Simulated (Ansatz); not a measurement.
The system is Sb.

```
CELL_PARAMETERS angstrom
3.16000 0.00000 0.00000
0.00000 3.16000 0.00000
0.00000 0.00000 3.16000
ATOMIC_POSITIONS crystal
Sb 0.00000 0.00000 0.00000
```

This isn't the form of Sb at room conditions, which is rhombohedral.

Base run:

```yaml
Program: Ansatz 0.2.0
Functional: PBEsol
Potentials_or_basis: all-electron PAW datasets made for the crystal
Cutoff: 140 eV
Density_cutoff: 700 eV
k_mesh: 6 × 6 × 6
Occupations: fermi-dirac, width 0.05 eV
Spin: no spin polarisation
```

Its results: pressure -3.9 GPa.

**Question.** The run is repeated on the same cell with these changes: k mesh from 6 × 6 × 6 to 8 × 8 × 8. What comes out?

**Answer.** Pressure -4.7 GPa.

Caveats: the k mesh is thin for a metal, which can move the energy by tens of meV per atom (some runs).

Not every run made on this cell is shown here.
